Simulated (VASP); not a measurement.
# BN (Qingsongite) in VASP: further runs

Runs on BN (Qingsongite). Level: PBEsol. Tasks: single point.

Program: VASP 6.6.1. These are calculated values, not measurements. Logs are shortened: lines on timing, memory, paths and dates and some standing lists are left out, and cuts for length are marked.

**What was measured.**

A printed reference work, monograph reports, for a bulk crystal of BN at 300 K: band gap 6.4 eV (indirect).

The runs below are set against these values where they give the same quantity.

### Step 1. The cell of the first run

It takes space group F-43m (No. 216, cubic). Conventional cell: a = 3.615 Å, b = 3.615 Å, c = 3.615 Å, α = 90.00°, β = 90.00°, γ = 90.00°. B (site symmetry -43m) has 4 N at 1.57 Å within 2.1 Å. Within 2.1 Å of N (site symmetry -43m) lie 4 B at 1.57 Å.

### Step 2. Single point, PBEsol

Input file INCAR:

```
ALGO = Normal ; EDIFF = 1E-6
ENCUT = 600 ; GGA = PS
GGA_COMPAT = False ; ISIF = 2
ISMEAR = -1 ; LASPH = True
LCHARG = False ; LREAL = False
LWAVE = False ; NBANDS = 11
NELM = 120 ; PREC = Accurate
SIGMA = 0.02
```

Input file KPOINTS:

```
k-points
0
Gamma
  10 10 10
```

Input file POSCAR:

```
BN
1.0
    0.0000000000      1.8075000000      1.8075000000
    1.8075000000      0.0000000000      1.8075000000
    1.8075000000      1.8075000000      0.0000000000
B N
1 1
Direct
    0.0000000000      0.0000000000      0.0000000000
    0.2500000000      0.2500000000      0.2500000000
```

Potentials or basis: VASP PAW PBE potentials, release 64 (B, N).

Command:

```sh
$ cat potpaw_PBE.64/B/POTCAR potpaw_PBE.64/N/POTCAR > POTCAR
$ mpirun -np 1 vasp_std > vasp.out
```

OUTCAR:

```text
EDIFF = 1E-6
   ENCUT = 600
   GGA = PS
   ISIF = 2
   ISMEAR = -1
   LASPH = True
   LREAL = False
   NELM = 120
   PREC = Accurate

 ion  position               nearest neighbor table
   1  0.000  0.000  0.000-   2 1.57   2 1.57   2 1.57   2 1.57
   2  0.250  0.250  0.250-   1 1.57   1 1.57   1 1.57   1 1.57

  LATTYP: Found a face centered cubic cell.
 ALAT       =     3.6150000000

  Lattice vectors:

 A1 = (   0.0000000000,   1.8075000000,   1.8075000000)
 A2 = (   1.8075000000,   0.0000000000,   1.8075000000)
 A3 = (   1.8075000000,   1.8075000000,   0.0000000000)

Analysis of symmetry for initial positions (statically):
=====================================================================
 Subroutine PRICEL returns:
 Original cell was already a primitive cell.

 Routine SETGRP: Setting up the symmetry group for a
 face centered cubic supercell.

 Subroutine GETGRP returns: Found 24 space group operations
 (whereof 24 operations were pure point group operations)
 out of a pool of 48 trial point group operations.

The static configuration has the point symmetry T_d .

Analysis of symmetry for dynamics (positions and initial velocities):
=====================================================================
 Subroutine PRICEL returns:
 Original cell was already a primitive cell.

 Routine SETGRP: Setting up the symmetry group for a
 face centered cubic supercell.

 Subroutine GETGRP returns: Found 24 space group operations
 (whereof 24 operations were pure point group operations)
 out of a pool of 48 trial point group operations.

The dynamic configuration has the point symmetry T_d .

 Subroutine INISYM returns: Found 24 space group operations
 (whereof 24 operations are pure point group operations),
 and found     1 'primitive' translations

----------------------------------------------------------------------------------------

                                     Primitive cell

  volume of cell :      11.8104

  direct lattice vectors                    reciprocal lattice vectors
     0.000000000  1.807500000  1.807500000    -0.276625173  0.276625173  0.276625173
     1.807500000  0.000000000  1.807500000     0.276625173 -0.276625173  0.276625173
     1.807500000  1.807500000  0.000000000     0.276625173  0.276625173 -0.276625173

  length of vectors
     2.556191014  2.556191014  2.556191014     0.479128854  0.479128854  0.479128854

  position of ions in fractional coordinates (direct lattice)
     0.000000000  0.000000000  0.000000000
     0.250000000  0.250000000  0.250000000

  ion indices of the primitive-cell ions
   primitive index   ion index
                 1           1
                 2           2

----------------------------------------------------------------------------------------

 KPOINTS: k-points

Automatic generation of k-mesh.
 Grid dimensions read from file:
 generate k-points for:   10   10   10

 Generating k-lattice:

  Cartesian coordinates                     Fractional coordinates (reciprocal lattice)
    -0.027662517  0.027662517  0.027662517     0.100000000  0.000000000  0.000000000
     0.027662517 -0.027662517  0.027662517     0.000000000  0.100000000  0.000000000
     0.027662517  0.027662517 -0.027662517     0.000000000  0.000000000  0.100000000

  Length of vectors
     0.047912885  0.047912885  0.047912885

  Shift w.r.t. Gamma in fractional coordinates (k-lattice)
     0.000000000  0.000000000  0.000000000

 Subroutine IBZKPT returns following result:
 ===========================================

 Found     47 irreducible k-points:

 Following reciprocal coordinates:
            Coordinates               Weight
  0.000000  0.000000  0.000000      1.000000
  0.100000  0.000000  0.000000      8.000000
  0.200000  0.000000  0.000000      8.000000
  0.300000  0.000000  0.000000      8.000000
  0.400000  0.000000  0.000000      8.000000
  0.500000  0.000000  0.000000      4.000000
[... 16 lines left out ...]
  0.300000  0.300000  0.000000      6.000000
  0.400000  0.300000  0.000000     24.000000
 [... further k-points ...]
   k-points           NKPTS =     47   k-points in BZ     NKDIM =     47   number of bands    NBANDS=     11
   number of dos      NEDOS =    301   number of ions     NIONS =      2
   total plane-waves  NPLWV =   8000
   dimension x,y,z NGX =    20 NGY =   20 NGZ =   20
   dimension x,y,z NGXF=    40 NGYF=   40 NGZF=   40
   ions per type =               1   1
   NGX,Y,Z   is equivalent  to a cutoff of  13.01, 13.01, 13.01 a.u.
   NGXF,Y,Z  is equivalent  to a cutoff of  26.01, 26.01, 26.01 a.u.
 SYSTEM =  unknown system
   PREC   = accura    normal or accurate (medium, high low for compatibility)
   ISTART =      0    job   : 0-new  1-cont  2-samecut
   ICHARG =      2    charge: 1-file 2-atom 10-const
   ISPIN  =      1    spin polarized calculation?
   LNONCOLLINEAR =      F non collinear calculations
   LSORBIT =      F    spin-orbit coupling
[... 35 lines left out ...]
  energy-cutoff  :      600.00
  volume of cell :       11.81
 maximum number of plane-waves:       411
   NGX = 11   NGY = 11   NGZ = 11

 number of electron       7.9999999 magnetization

 Free energy of the ion-electron system (eV)
  ---------------------------------------------------
  ext. energy  EPLUGINS =         0.00000000
  ---------------------------------------------------
  free energy    TOTEN  =       -18.35031652 eV

  energy without entropy =      -18.35031652  energy(sigma->0) =      -18.35031652

 E-fermi :   7.8676     XC(G=0): -13.0163

 val. band max:        7.3623679483   @ k =   0.0000   0.0000   0.0000
 cond. band min:      11.6393080004   @ k =   0.5000   0.5000   0.0000
 fundamental gap:      4.2769400521
 Fermi energy:         7.8676332587

 k-point     1 :       0.0000    0.0000    0.0000
  band No.  band energies     occupation
      1     -12.8906      2.00000
      2       7.3624      2.00000
      3       7.3624      2.00000
      4       7.3624      2.00000
      5      16.1240      0.00000
      6      16.1240      0.00000
      7      16.1240      0.00000
      8      17.6307      0.00000
      9      31.8727      0.00000
     10      35.0499      0.00000
     11      35.0499      0.00000

 k-point     2 :       0.1000    0.0000    0.0000
  band No.  band energies     occupation
      1     -12.6461      2.00000
      2       6.0832      2.00000
      3       7.1065      2.00000
      4       7.1065      2.00000
      5      16.3867      0.00000
      6      16.5102      0.00000
      7      16.5102      0.00000
      8      18.4378      0.00000
      9      31.5426      0.00000
     10      32.3529      0.00000
     11      32.3529      0.00000

 k-point     3 :       0.2000    0.0000    0.0000
  band No.  band energies     occupation
      1     -11.9263      2.00000
      2       3.3511      2.00000
      3       6.5321      2.00000
      4       6.5321      2.00000
      5      16.7586      0.00000
      6      17.3051      0.00000
      7      17.3051      0.00000
      8      20.0920      0.00000
      9      30.8035      0.00000
     10      30.8750      0.00000
     11      30.8750      0.00000

 k-point     4 :       0.3000    0.0000    0.0000
  band No.  band energies     occupation
      1     -10.7868      2.00000
      2       0.3762      2.00000
      3       5.9518      2.00000
      4       5.9518      2.00000
      5      17.1111      0.00000
      6      17.8623      0.00000
      7      17.8623      0.00000
      8      21.4487      0.00000
      9      30.3362      0.00000
     10      31.1366      0.00000
     11      31.1366      0.00000
[... 239 lines left out ...]
 k-point    22 :      -0.2000    0.2000    0.0000
  band No.  band energies     occupation
      1     -10.4101      2.00000
      2       1.1664      2.00000
      3       3.0589      2.00000
      4       6.0602      2.00000
      5      17.8417      0.00000
      6      18.2732      0.00000
      7      18.7486      0.00000
      8      21.0193      0.00000
      9      28.4847      0.00000
     10      29.4678      0.00000
     11      34.0264      0.00000

 k-point    23 :       0.3000    0.3000    0.0000
  band No.  band energies     occupation
      1     -10.1022      2.00000
      2       2.1332      2.00000
      3       3.6701      2.00000
      4       3.6701      2.00000
      5      13.3635      0.00000
      6      18.0096      0.00000
      7      22.0486      0.00000
      8      22.0486      0.00000
      9      25.9469      0.00000
     10      34.6093      0.00000
     11      39.1511      0.00000

 k-point    24 :       0.4000    0.3000    0.0000
  band No.  band energies     occupation
      1      -9.0866      2.00000
      2       0.5647      2.00000
      3       2.8141      2.00000
      4       3.2589      2.00000
      5      13.3107      0.00000
      6      17.8605      0.00000
      7      22.7933      0.00000
      8      22.8910      0.00000
      9      26.9040      0.00000
     10      34.3330      0.00000
     11      39.0135      0.00000

 [... further k-points ...]

------------------------ aborting loop because EDIFF is reached ----------------------------------------

  FORCE on cell =-STRESS in cart. coord.  units (eV):
  Direction    XX          YY          ZZ          XY          YZ          ZX
  --------------------------------------------------------------------------------------
  -------------------------------------------------------------------------------------
  Total       -0.1945824     -0.1945824     -0.1945824     -0.0000000     -0.0000000      0.0000000
  in kB      -26.3966752    -26.3966752    -26.3966752     -0.0000000     -0.0000000      0.0000000
  external PRESSURE =     -26.3966752 kB  Pullay stress =       0.0000000 kB

 VOLUME and BASIS-vectors are now :
 -----------------------------------------------------------------------------
  energy-cutoff  :      600.00
  volume of cell :       11.81
      direct lattice vectors                 reciprocal lattice vectors
     0.000000000  1.807500000  1.807500000    -0.276625173  0.276625173  0.276625173
     1.807500000  0.000000000  1.807500000     0.276625173 -0.276625173  0.276625173
     1.807500000  1.807500000  0.000000000     0.276625173  0.276625173 -0.276625173

 POSITION                                       TOTAL-FORCE (eV/Angst)
 -----------------------------------------------------------------------------------
      0.00000      0.00000      0.00000         0.000000      0.000000      0.000000
      0.90375      0.90375      0.90375        -0.000000     -0.000000     -0.000000
 -----------------------------------------------------------------------------------
    total drift:                                0.000000      0.000000      0.000000

  FREE ENERGIE OF THE ION-ELECTRON SYSTEM (eV)
  ---------------------------------------------------
  free  energy   TOTEN  =       -18.3503165208 eV

  energy  without entropy=      -18.3503165208  energy(sigma->0) =      -18.35031652
```

Wall time 5.7 s (1 thread of Intel Xeon Platinum 8488C (Sapphire Rapids), shared host); peak memory 0.12 GiB.

Results:

```yaml
Free_energy: -18.3503 eV
Pressure: -2.6 GPa
Band_gap_on_the_k_mesh: 4.28 eV, indirect (least direct gap 8.76 eV)
```

Levels at points of the mesh, in eV from the valence-band top:
```
           k point  band 1  band 2  band 3  band 4  band 5  band 6  band 7  band 8  band 9
(0.00, 0.00, 0.00)  -20.25    0.00    0.00    0.00    8.76    8.76    8.76   10.27   24.51
(0.50, 0.00, 0.00)  -15.98  -10.78   -1.95   -1.95   10.09   10.62   10.62   15.08   23.18
(0.50, 0.50, 0.00)  -14.61   -8.96   -4.94   -4.94    4.28    9.09   17.88   17.88   20.62
```

Caveat: the PAW data sets were made with another functional, which shifts forces and pressure a little.

### Step 3. Single point, PBEsol

This run uses another cell than the first one, of 5.79 Å³/atom, 0.980 times its volume.

Input file INCAR:

```
SYSTEM = BN
  PREC = Accurate
  ENCUT = 600
  EDIFF = 1E-6
  ISMEAR = -1
  SIGMA = 0.02
  LREAL = .False.
  LASPH = .True.
  NELM = 120
  ALGO = Normal
  ISIF = 2
  LWAVE = .False.
  LCHARG = .True.
  GGA = PS
  LELF = .True.
  LVHAR = .True.
  NBANDS = 11
  GGA_COMPAT = .False.
```

Input file KPOINTS:

```
Automatic mesh
0
Gamma
  10 10 10
  0 0 0
```

Input file POSCAR:

```
BN
1.0
    0.0000000000      1.8075000000      1.7713500000
    1.8075000000      0.0000000000      1.7713500000
    1.8075000000      1.8075000000      0.0000000000
B N
1 1
Direct
    0.0000000000      0.0000000000      0.0000000000
    0.2500000000      0.2500000000      0.2500000000
```

Potentials or basis: VASP PAW PBE potentials, release 64 (B, N).

Command:

```sh
$ cat potpaw_PBE.64/B/POTCAR potpaw_PBE.64/N/POTCAR > POTCAR
$ mpirun -np 1 vasp_std > vasp.out
```

Run time: 9.8 s. Hardware: 1 thread of Intel Xeon Platinum 8488C (Sapphire Rapids), shared host; peak memory 0.13 GiB.

Results (log left out):

```
Free energy            : -18.3417 eV
Pressure               : 5.3 GPa
Band gap on the k mesh : 3.93 eV, indirect (least direct gap 8.64 eV)
```

Stress tensor (GPa, compression positive):
```
 1.25  0.00  0.00
 0.00  1.25  0.00
 0.00  0.00 13.35
```

Levels at points of the mesh, in eV from the valence-band top:
```csv
k point,band 1,band 2,band 3,band 4,band 5,band 6,band 7,band 8,band 9
"(0.00, 0.00, 0.00)",-20.62,-0.20,-0.20,0.00,8.64,8.78,8.78,10.46,24.76
"(0.50, 0.00, 0.00)",-16.25,-11.10,-2.27,-1.96,10.03,10.48,10.91,15.15,23.33
"(0.50, 0.50, 0.00)",-14.68,-9.03,-5.36,-5.36,3.93,8.75,18.09,18.09,21.12
"(0.50, 0.00, 0.50)",-14.92,-9.33,-5.08,-5.07,4.29,9.24,17.86,18.18,20.69
```

Caveat: the PAW data sets were made with another functional, which shifts forces and pressure a little.

### Step 4. Single point, PBEsol

This run uses another cell than the first one, of 5.85 Å³/atom, 0.990 times its volume.

Input file INCAR:

```
  PREC = Accurate
  ENCUT = 600
  EDIFF = 1E-6
  ISMEAR = -1
  SIGMA = 0.02
  LREAL = F
  LASPH = T
  NELM = 120
  ALGO = Normal
  ISIF = 2
  LWAVE = F
  LCHARG = F
  GGA = PS
  NBANDS = 11
  GGA_COMPAT = F
```

Input file KPOINTS:

```
regular mesh
0
Gamma
  10 10 10
```

Input file POSCAR:

```
BN
1.0
    0.0000000000      1.8075000000      1.7894250000
    1.8075000000      0.0000000000      1.7894250000
    1.8075000000      1.8075000000      0.0000000000
B N
1 1
Direct
    0.0000000000      0.0000000000      0.0000000000
    0.2500000000      0.2500000000      0.2500000000
```

Command:

```sh
$ cat potpaw_PBE.64/B/POTCAR potpaw_PBE.64/N/POTCAR > POTCAR
$ mpirun -np 1 vasp_std > vasp.out
```

It took 9.2 s on 1 thread of Intel Xeon Platinum 8488C (Sapphire Rapids), shared host; peak memory 0.13 GiB.

The run converged. Its results:

```yaml
Free_energy: -18.3490 eV
Pressure: 1.2 GPa
Band_gap_on_the_k_mesh: 4.11 eV, indirect (least direct gap 8.70 eV)
```

Stress tensor (GPa, compression positive):
```
-0.79  0.00  0.00
 0.00 -0.79  0.00
 0.00  0.00  5.27
```

Levels at points of the mesh, in eV from the valence-band top:
```
           k point  band 2  band 3  band 4  band 5  band 6  band 7
(0.00, 0.00, 0.00)   -0.10   -0.10    0.00    8.70    8.77    8.77
(0.50, 0.00, 0.00)  -10.94   -2.11   -1.96   10.10   10.55   10.73
(0.50, 0.50, 0.00)   -9.00   -5.15   -5.15    4.11    8.92   17.98
(0.50, 0.00, 0.50)   -9.15   -5.01   -5.01    4.28    9.16   17.87
```

Caveat: the PAW data sets were made with another functional, which shifts forces and pressure a little. A k mesh can miss the band edges.

### Step 5. Single point, PBEsol

This run uses another cell than the first one, of 5.96 Å³/atom, 1.010 times its volume.

Input file INCAR:

```
SYSTEM = BN
  ALGO = Normal
  EDIFF = 1E-6
  ENCUT = 600
  GGA = PS
  GGA_COMPAT = .False.
  ISIF = 2
  ISMEAR = -1
  LASPH = .True.
  LCHARG = .False.
  LREAL = .False.
  LWAVE = .False.
  NBANDS = 11
  NELM = 120
  PREC = Accurate
  SIGMA = 0.02
```

Input file KPOINTS:

```
k-points
0
Gamma
  10 10 10
  0 0 0
```

Input file POSCAR:

```
BN
1.0
    0.0000000000      1.8075000000      1.8255750000
    1.8075000000      0.0000000000      1.8255750000
    1.8075000000      1.8075000000      0.0000000000
B N
1 1
Direct
    0.0000000000      0.0000000000      0.0000000000
    0.2500000000      0.2500000000      0.2500000000
```

Command:

```sh
$ cat potpaw_PBE.64/B/POTCAR potpaw_PBE.64/N/POTCAR > POTCAR
$ mpirun -np 1 vasp_std > vasp.out
```

It took 11 s on 1 thread of Intel Xeon Platinum 8488C (Sapphire Rapids), shared host; peak memory 0.13 GiB.

It converged, with:

```yaml
Free_energy: -18.3459 eV
Pressure: -6.3 GPa
Band_gap_on_the_k_mesh: 4.18 eV, indirect (least direct gap 8.66 eV)
```

Stress tensor (GPa, compression positive):
```
 -4.32   0.00   0.00
  0.00  -4.32   0.00
  0.00   0.00 -10.38
```

Levels at points of the mesh, in eV from the valence-band top:
```csv
k point,band 1,band 2,band 3,band 4,band 5,band 6,band 7,band 8,band 9
"(0.00, 0.00, 0.00)",-20.17,-0.10,0.00,0.00,8.66,8.66,8.73,10.07,24.29
"(0.50, 0.00, 0.00)",-15.95,-10.72,-2.04,-1.89,9.88,10.53,10.59,14.94,23.01
"(0.50, 0.50, 0.00)",-14.66,-9.03,-4.83,-4.83,4.35,9.16,17.68,17.68,20.28
"(0.50, 0.00, 0.50)",-14.55,-8.88,-4.97,-4.97,4.18,8.93,17.62,17.77,20.48
```

Caveat: the PAW data sets were made with another functional, which shifts forces and pressure a little.

### Step 6. Single point, PBEsol

This run uses another cell than the first one, of 6.02 Å³/atom, 1.020 times its volume.

Input file INCAR:

```
SYSTEM = BN
PREC = Accurate
ENCUT = 600
EDIFF = 1E-6
ISMEAR = -1
SIGMA = 0.02
LREAL = .False.
LASPH = .True.
NELM = 120
ALGO = Normal
ISIF = 2
LWAVE = .False.
LCHARG = .False.
GGA = PS
NBANDS = 11
GGA_COMPAT = .False.
```

Input file KPOINTS:

```
Automatic mesh
0
Gamma
  10 10 10
  0 0 0
```

Input file POSCAR:

```
BN
1.0
    0.0000000000      1.8075000000      1.8436500000
    1.8075000000      0.0000000000      1.8436500000
    1.8075000000      1.8075000000      0.0000000000
B N
1 1
Direct
    0.0000000000      0.0000000000      0.0000000000
    0.2500000000      0.2500000000      0.2500000000
```

Potentials or basis: VASP PAW PBE potentials, release 64 (B, N).

Command:

```sh
$ cat potpaw_PBE.64/B/POTCAR potpaw_PBE.64/N/POTCAR > POTCAR
$ mpirun -np 1 vasp_std > vasp.out
```

It took 8.7 s on 1 thread of Intel Xeon Platinum 8488C (Sapphire Rapids), shared host; peak memory 0.13 GiB.

It converged, with:

```yaml
Free_energy: -18.3358 eV
Pressure: -9.9 GPa
Band_gap_on_the_k_mesh: 4.08 eV, indirect (least direct gap 8.56 eV)
```

Stress tensor (GPa, compression positive):
```
 -5.83   0.00   0.00
  0.00  -5.83   0.00
  0.00   0.00 -17.94
```

Levels at points of the mesh, in eV from the valence-band top:
```csv
k point,band 2,band 3,band 4,band 5,band 6,band 7
"(0.00, 0.00, 0.00)",-0.20,0.00,0.00,8.56,8.56,8.70
"(0.50, 0.00, 0.00)",-10.66,-2.13,-1.83,9.61,10.50,10.56
"(0.50, 0.50, 0.00)",-9.09,-4.73,-4.73,4.42,9.22,17.47
"(0.50, 0.00, 0.50)",-8.81,-5.00,-4.99,4.08,8.76,17.36
```

Caveat: the PAW data sets were made with another functional, which shifts forces and pressure a little. A k mesh can miss the band edges.

### Step 7. The runs side by side

```tsv
cell	gap on the mesh (eV)	pressure (GPa)
a = 2.556 Å, angles 60.0°, 2 atoms	4.28	-2.6
a = 2.531, b = 2.531, c = 2.556 Å, angles 59.7, 59.7, 60.7°, 2 atoms	3.93	5.3
a = 2.543, b = 2.543, c = 2.556 Å, angles 59.8, 59.8, 60.3°, 2 atoms	4.11	1.2
a = 2.569, b = 2.569, c = 2.556 Å, angles 60.2, 60.2, 59.7°, 2 atoms	4.18	-6.3
a = 2.582, b = 2.582, c = 2.556 Å, angles 60.3, 60.3, 59.3°, 2 atoms	4.08	-9.9
```

Alike in all rows: task single point; level PBEsol; potentials or basis VASP PAW PBE potentials, release 64 (B, N); no spin polarisation; k mesh 10 × 10 × 10; cutoff (eV) 600; smearing fermi-dirac 0.02 eV.

Caveats: the PAW data sets were made with another functional, which shifts forces and pressure a little.

Absolute energies hang on the potentials; compare differences alone.

### Step 8. Against experiment

Step 2. Measured gap of BN: 6.4 eV (indirect; 300 K; a printed reference work, monograph). This calculation gives 4.28 eV (-2.12 eV). The value is that of PBEsol on a finite k mesh, which can miss the band edges, without temperature or zero-point motion. Semilocal functionals fall short of measured gaps as a rule.
